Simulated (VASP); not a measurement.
Set up this calculation in VASP 6.6.1, as the native input.

```yaml
Task: single point
Functional: PBE
Potentials_or_basis: VASP PAW PBE potentials, release 64 (Li_sv, S)
Cutoff: 520 eV
k_mesh: 5 × 5 × 5
Occupations: gaussian, width 0.01 eV
Spin: no spin polarisation
Dipole_correction: no
Further_INCAR_settings: ALGO = Fast; EDIFF = 1e-06; NBANDS = 13
```

The structure of Li2S lies in POSCAR:

```
Li2S
1.0
    0.0000000000      2.8529828885      2.8529828885
    2.8529828885      0.0000000000      2.8529828885
    2.8529828885      2.8529828885      0.0000000000
Li S
2 1
Direct
    0.2500000000      0.2500000000      0.2500000000
    0.7500000000      0.7500000000      0.7500000000
    0.0000000000      0.0000000000      0.0000000000
```

The input as run:

INCAR

```
SYSTEM = Li2S
  PREC = Accurate
  ENCUT = 520
  EDIFF = 1E-6
  ISMEAR = 0
  SIGMA = 0.01
  LREAL = .False.
  LASPH = .True.
  NELM = 100
  ALGO = Fast
  ISIF = 2
  LWAVE = .False.
  LCHARG = .True.
  GGA = PE
  LELF = .True.
  LVHAR = .True.
  NBANDS = 13
```

KPOINTS

```
Automatic mesh
0
Gamma
  5 5 5
  0 0 0
```

Potentials or basis: VASP PAW PBE potentials, release 64 (Li_sv, S).

Command:

```console
$ cat potpaw_PBE.64/Li_sv/POTCAR potpaw_PBE.64/S/POTCAR > POTCAR
$ mpirun -np 1 vasp_std > vasp.out
```

It gave:

| Quantity | Value |
| --- | --- |
| Band gap on the k mesh | 3.67 eV, indirect (least direct gap 4.25 eV) |

Caveat: an odd mesh through Γ misses points on the zone boundary, where band edges often lie.

Run time: 10 s on 1 thread of Intel(R) Xeon(R) 6975P-C (Granite Rapids) (shared host), peak memory 0.15 GiB.
